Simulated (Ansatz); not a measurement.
**A homologous series of junctions, from (SiH2)2 chain with thiolate ends, between Au (111) faces with adatoms**

How fast does the conductance fall as the molecule grows?

Method: DFT PBE, plane waves, PAW; relaxation of a junction, electrodes held but for their tips, in the first sound run; inputs show where later runs differ, in Ansatz 0.2.0.

## Step 1: The starting structure

The cell holds 82 atoms: 74 Au, 2 S, 2 Si and 4 H. Its edges and angles: a = 8.825 Å, b = 8.825 Å, c = 30.109 Å, α = 90.0°, β = 90.0°, γ = 60.0°. Electrodes: Au (111) 3x3 face with an adatom; the apex atoms were set 8.830 Å apart; the free molecule is S[SiH2][SiH2]S. Regions: lower lead, 37 atoms (37 Au); bridge, 8 atoms (2 S, 2 Si and 4 H); upper lead, 37 atoms (37 Au). The structure is stacked along c, and the current runs across the ab planes.

## Step 2: Relaxation of the scattering region, 82 atoms, molecule oligosilane 2, thiolate ends, units 2

The bridge and the electrodes' tips relax, while 72 atoms stay at the lead's spacing, so that the ends still repeat as a lead.

File input.yaml:

```yaml
crystal:
  lattice:
    - [8.8246926292, 0.0, 0.0]
    - [4.4123463146, 7.6424079975, 0.0]
    - [0.0, 0.0, 30.1092881732]
  atoms:
    - { symbol: Au, position: [0.722222222, 0.722222222, 0.0] }
    - { symbol: Au, position: [0.722222222, 0.055555556, 0.0] }
    - { symbol: Au, position: [0.722222222, 0.388888889, 0.0] }
    - { symbol: Au, position: [0.055555556, 0.722222222, 0.0] }
    - { symbol: Au, position: [0.055555556, 0.055555556, 0.0] }
    - { symbol: Au, position: [0.055555556, 0.388888889, 0.0] }
    - { symbol: Au, position: [0.388888889, 0.722222222, 0.0] }
    - { symbol: Au, position: [0.388888889, 0.055555556, 0.0] }
    - { symbol: Au, position: [0.388888889, 0.388888889, 0.0] }
    - { symbol: Au, position: [0.833333333, 0.833333333, 0.079768645] }
    - { symbol: Au, position: [0.833333333, 0.166666667, 0.079768645] }
    - { symbol: Au, position: [0.833333333, 0.5, 0.079768645] }
    - { symbol: Au, position: [0.166666667, 0.833333333, 0.079768645] }
    - { symbol: Au, position: [0.166666667, 0.166666667, 0.079768645] }
    - { symbol: Au, position: [0.166666667, 0.5, 0.079768645] }
    - { symbol: Au, position: [0.5, 0.833333333, 0.079768645] }
    - { symbol: Au, position: [0.5, 0.166666667, 0.079768645] }
    - { symbol: Au, position: [0.5, 0.5, 0.079768645] }
    - { symbol: Au, position: [0.944444444, 0.944444444, 0.15953729] }
    - { symbol: Au, position: [0.944444444, 0.277777778, 0.15953729] }
    - { symbol: Au, position: [0.944444444, 0.611111111, 0.15953729] }
    - { symbol: Au, position: [0.277777778, 0.944444444, 0.15953729] }
    - { symbol: Au, position: [0.277777778, 0.277777778, 0.15953729] }
    - { symbol: Au, position: [0.277777778, 0.611111111, 0.15953729] }
    - { symbol: Au, position: [0.611111111, 0.944444444, 0.15953729] }
    - { symbol: Au, position: [0.611111111, 0.277777778, 0.15953729] }
    - { symbol: Au, position: [0.611111111, 0.611111111, 0.15953729] }
    - { symbol: Au, position: [0.055555556, 0.055555556, 0.239305935] }
    - { symbol: Au, position: [0.055555556, 0.388888889, 0.239305935] }
    - { symbol: Au, position: [0.055555556, 0.722222222, 0.239305935] }
    - { symbol: Au, position: [0.388888889, 0.055555556, 0.239305935] }
    - { symbol: Au, position: [0.388888889, 0.388888889, 0.239305935] }
    - { symbol: Au, position: [0.388888889, 0.722222222, 0.239305935] }
    - { symbol: Au, position: [0.722222222, 0.055555556, 0.239305935] }
    - { symbol: Au, position: [0.722222222, 0.388888889, 0.239305935] }
    - { symbol: Au, position: [0.722222222, 0.722222222, 0.239305935] }
    - { symbol: Au, position: [0.5, 0.5, 0.313490775] }
    - { symbol: S, position: [0.354294211, 0.500002151, 0.377852217] }
    - { symbol: Si, position: [0.540889027, 0.500001665, 0.423789751] }
    - { symbol: Si, position: [0.459109555, 0.500000851, 0.496441588] }
    - { symbol: S, position: [0.645704647, 0.499999795, 0.542379105] }
    - { symbol: H, position: [0.555192224, 0.657393482, 0.413724046] }
    - { symbol: H, position: [0.71258388, 0.342609964, 0.413723832] }
    - { symbol: H, position: [0.287414831, 0.657392663, 0.506507536] }
    - { symbol: H, position: [0.444806202, 0.342609082, 0.506507272] }
    - { symbol: Au, position: [0.5, 0.5, 0.60674058] }
    - { symbol: Au, position: [0.277777778, 0.277777778, 0.68092542] }
    - { symbol: Au, position: [0.277777778, 0.611111111, 0.68092542] }
    - { symbol: Au, position: [0.277777778, 0.944444444, 0.68092542] }
    - { symbol: Au, position: [0.611111111, 0.277777778, 0.68092542] }
    - { symbol: Au, position: [0.611111111, 0.611111111, 0.68092542] }
    - { symbol: Au, position: [0.611111111, 0.944444444, 0.68092542] }
    - { symbol: Au, position: [0.944444444, 0.277777778, 0.68092542] }
    - { symbol: Au, position: [0.944444444, 0.611111111, 0.68092542] }
    - { symbol: Au, position: [0.944444444, 0.944444444, 0.68092542] }
    - { symbol: Au, position: [0.388888889, 0.388888889, 0.760694065] }
    - { symbol: Au, position: [0.388888889, 0.722222222, 0.760694065] }
    - { symbol: Au, position: [0.388888889, 0.055555556, 0.760694065] }
    - { symbol: Au, position: [0.722222222, 0.388888889, 0.760694065] }
    - { symbol: Au, position: [0.722222222, 0.722222222, 0.760694065] }
    - { symbol: Au, position: [0.722222222, 0.055555556, 0.760694065] }
    - { symbol: Au, position: [0.055555556, 0.388888889, 0.760694065] }
    - { symbol: Au, position: [0.055555556, 0.722222222, 0.760694065] }
    - { symbol: Au, position: [0.055555556, 0.055555556, 0.760694065] }
    - { symbol: Au, position: [0.5, 0.5, 0.84046271] }
    - { symbol: Au, position: [0.5, 0.833333333, 0.84046271] }
    - { symbol: Au, position: [0.5, 0.166666667, 0.84046271] }
    - { symbol: Au, position: [0.833333333, 0.5, 0.84046271] }
    - { symbol: Au, position: [0.833333333, 0.833333333, 0.84046271] }
    - { symbol: Au, position: [0.833333333, 0.166666667, 0.84046271] }
    - { symbol: Au, position: [0.166666667, 0.5, 0.84046271] }
    - { symbol: Au, position: [0.166666667, 0.833333333, 0.84046271] }
    - { symbol: Au, position: [0.166666667, 0.166666667, 0.84046271] }
    - { symbol: Au, position: [0.611111111, 0.611111111, 0.920231355] }
    - { symbol: Au, position: [0.611111111, 0.944444444, 0.920231355] }
    - { symbol: Au, position: [0.611111111, 0.277777778, 0.920231355] }
    - { symbol: Au, position: [0.944444444, 0.611111111, 0.920231355] }
    - { symbol: Au, position: [0.944444444, 0.944444444, 0.920231355] }
    - { symbol: Au, position: [0.944444444, 0.277777778, 0.920231355] }
    - { symbol: Au, position: [0.277777778, 0.611111111, 0.920231355] }
    - { symbol: Au, position: [0.277777778, 0.944444444, 0.920231355] }
    - { symbol: Au, position: [0.277777778, 0.277777778, 0.920231355] }
kpoints:
  mp_grid: { grid: [2, 2, 1] }
scf:
  occupations: { method: fermi_dirac, width: 0.1 }
hamiltonian:
  xc: pbe
relax:
  constraints:
    - { sites: [0, 1, 2, 3, 4, 5, 6, 7, 8, 9, 10, 11, 12, 13, 14, 15, 16, 17, 18, 19, 20, 21, 22, 23, 24, 25, 26, 27, 28, 29, 30, 31, 32, 33, 34, 35, 46, 47, 48, 49, 50, 51, 52, 53, 54, 55, 56, 57, 58, 59, 60, 61, 62, 63, 64, 65, 66, 67, 68, 69, 70, 71, 72, 73, 74, 75, 76, 77, 78, 79, 80, 81] }
  f_tol: 0.05
  max_steps: 35
```

The run is started by

```console
$ ansatz run input.yaml --threads 16 --pin off --max-ram 61440MiB --backend cuda --events-out ev --progress --plain --runs-dir out --max-vram 78GiB
```

Numbers of over 12 decimals in the logs are rounded to 6 here.

The log of the run:

```text
Warning: the atoms were moved onto the symmetric positions of the space group found under crystal.symmetry.tolerance 1.0e-5 (fractional; no operation is sought that the atoms, as they stand in a round, miss by more than twice it, and no atom is moved by as much as it), and the run uses the moved positions. Before a round's move an operation carried an atom to 1.83e-5 Å from where it should land, the largest such dist [...]
[...]
SCF 1 converged in 11 iterations: F = -976181.793970 eV  dr2 = 2.54e-7
[...]
relax step   1: F+E_penalty+E_count = -976181.79396965 eV  Δ(F+E_penalty+E_count) = +0.000e0 eV  max|allowed force component| = 9.305e-1 eV/Å  Δτ_max = 0.0000 Å  (11 SCF iters, dr2 threshold 6.25e-5 eV, accepted)
[...]
SCF 2 converged in 5 iterations: F = -976181.943747 eV  dr2 = 3.51e-5
relax step   2: F+E_penalty+E_count = -976181.94374704 eV  Δ(F+E_penalty+E_count) = -1.498e-1 eV  max|allowed force component| = 3.937e-1 eV/Å  Δτ_max = 0.1932 Å  (5 SCF iters, dr2 threshold 5.41e-5 eV, accepted)
[...]
SCF 3 converged in 6 iterations: F = -976181.964597 eV  dr2 = 2.67e-6
relax step   3: F+E_penalty+E_count = -976181.96459711 eV  Δ(F+E_penalty+E_count) = -2.085e-2 eV  max|allowed force component| = 3.691e-1 eV/Å  Δτ_max = 0.1742 Å  (6 SCF iters, dr2 threshold 9.69e-6 eV, accepted)
[...]
relax step   4: F+E_penalty+E_count = -976181.99609236 eV  Δ(F+E_penalty+E_count) = -3.150e-2 eV  max|allowed force component| = 1.114e-1 eV/Å  Δτ_max = 0.0655 Å  (5 SCF iters, dr2 threshold 2.44e-5 eV, accepted)
[...]
SCF 5 converged in 6 iterations: F = -976181.998841 eV  dr2 = 2.73e-8
relax step   5: F+E_penalty+E_count = -976181.99884115 eV  Δ(F+E_penalty+E_count) = -2.749e-3 eV  max|allowed force component| = 3.590e-2 eV/Å  Δτ_max = 0.0162 Å  (6 SCF iters, accepted)
SCF converged after 6 iterations
[...]
- { symbol: Au, position: [0.611111, 0.944444, 0.159537] }
    - { symbol: Au, position: [0.611111111, 0.277778, 0.159537] }
    - { symbol: Au, position: [0.611111, 0.611111111, 0.159537] }
    - { symbol: Au, position: [0.055556, 0.055556, 0.239306] }
    - { symbol: Au, position: [0.055556, 0.388889, 0.239306] }
    - { symbol: Au, position: [0.055556, 0.722222, 0.239306] }
    - { symbol: Au, position: [0.388888889, 0.055556, 0.239306] }
    - { symbol: Au, position: [0.388889, 0.388889, 0.239306] }
    - { symbol: Au, position: [0.388889, 0.722222, 0.239306] }
    - { symbol: Au, position: [0.722222, 0.055556, 0.239306] }
    - { symbol: Au, position: [0.722222, 0.388889, 0.239306] }
    - { symbol: Au, position: [0.722222, 0.722222, 0.239306] }
    - { symbol: Au, position: [0.495327, 0.501206, 0.311609] }
    - { symbol: S, position: [0.376232, 0.498941, 0.378944] }
    - { symbol: Si, position: [0.561016, 0.500035, 0.424980] }
    - { symbol: Si, position: [0.438984, 0.499965, 0.495251] }
    - { symbol: S, position: [0.623768, 0.501059, 0.541287] }
    - { symbol: H, position: [0.579007, 0.659237, 0.420819] }
    - { symbol: H, position: [0.738487, 0.341204, 0.420868] }
    - { symbol: H, position: [0.261513, 0.658796, 0.499363] }
    - { symbol: H, position: [0.420993, 0.340763, 0.499413] }
    - { symbol: Au, position: [0.504673, 0.498794, 0.608623] }
    - { symbol: Au, position: [0.277778, 0.277778, 0.680925] }
    - { symbol: Au, position: [0.277778, 0.611111111, 0.680925] }
    - { symbol: Au, position: [0.277778, 0.944444, 0.680925] }
    - { symbol: Au, position: [0.611111111, 0.277778, 0.680925] }
    - { symbol: Au, position: [0.611111, 0.611111111, 0.680925] }
    - { symbol: Au, position: [0.611111, 0.944444, 0.680925] }
    - { symbol: Au, position: [0.944444, 0.277778, 0.680925] }
    - { symbol: Au, position: [0.944444, 0.611111111, 0.680925] }
    - { symbol: Au, position: [0.944444, 0.944444, 0.680925] }
    - { symbol: Au, position: [0.388889, 0.388889, 0.760694] }
    - { symbol: Au, position: [0.388889, 0.722222, 0.760694] }
    - { symbol: Au, position: [0.388888889, 0.055556, 0.760694] }
    - { symbol: Au, position: [0.722222, 0.388889, 0.760694] }
    - { symbol: Au, position: [0.722222, 0.722222, 0.760694] }
    - { symbol: Au, position: [0.722222, 0.055556, 0.760694] }
    - { symbol: Au, position: [0.055556, 0.388889, 0.760694] }
    - { symbol: Au, position: [0.055556, 0.722222, 0.760694] }
    - { symbol: Au, position: [0.055556, 0.055556, 0.760694] }
    - { symbol: Au, position: [0.5, 0.500000, 0.840463] }
    - { symbol: Au, position: [0.500000, 0.833333, 0.840463] }
    - { symbol: Au, position: [0.5, 0.166667, 0.840463] }
    - { symbol: Au, position: [0.833333, 0.500000, 0.840463] }
    - { symbol: Au, position: [0.833333, 0.833333, 0.840463] }
    - { symbol: Au, position: [0.833333, 0.166667, 0.840463] }
    - { symbol: Au, position: [0.166667, 0.500000, 0.840463] }
    - { symbol: Au, position: [0.166667, 0.833333, 0.840463] }
    - { symbol: Au, position: [0.166667, 0.166667, 0.840463] }
    - { symbol: Au, position: [0.611111, 0.611111111, 0.920231] }
    - { symbol: Au, position: [0.611111, 0.944444, 0.920231] }
    - { symbol: Au, position: [0.611111111, 0.277778, 0.920231] }
    - { symbol: Au, position: [0.944444, 0.611111111, 0.920231] }
    - { symbol: Au, position: [0.944444, 0.944444, 0.920231] }
    - { symbol: Au, position: [0.944444, 0.277778, 0.920231] }
    - { symbol: Au, position: [0.277778, 0.611111111, 0.920231] }
    - { symbol: Au, position: [0.277778, 0.944444, 0.920231] }
    - { symbol: Au, position: [0.277778, 0.277778, 0.920231] }
```

Wall time 8.5 s (1 × NVIDIA GB200 with 16 threads of Arm Neoverse V2, shared host); peak memory 1.9 GiB.

Step by step:

```
step  energy less that of the first step (eV)  largest force component (eV/Å)
   1                                   0.0000                          0.9305
   2                                  -0.1498                          0.3937
   3                                  -0.1706                          0.3691
   4                                  -0.2021                          0.1114
   5                                  -0.2049                          0.0359
```

The atoms that moved most (Å):

```
atom      dx      dy      dz  length
 H43   0.222  -0.011   0.215   0.310
 H44  -0.222   0.011  -0.215   0.310
 H42   0.218   0.014   0.214   0.306
 H45  -0.218  -0.014  -0.214   0.306
 S38   0.189  -0.008   0.033   0.192
 S41  -0.189   0.008  -0.033   0.192
Si39   0.178   0.000   0.036   0.181
Si40  -0.178   0.000  -0.036   0.181
```

This step gave:

```
energy at zero smearing : -976181.3722 eV
```

The largest force component on a free atom ends at 0.036 eV/Å, under the limit of 0.05. The apex atoms end 8.94 Å apart, and their nearest bridge atoms lie at 2.29 Å (Au–S) and 2.29 Å (Au–S).

(Part 1 of 6 ends here.)

[Logs are printed without paths, hosts, clocks, repeated set-up lines and the standing remarks that a program may print on its own settings, such as how far it seeks lower states.]

[Hosts, paths, dates, database ids (printed as entryN), source tags and the programs' standing remarks are cut or masked in the printed files.]
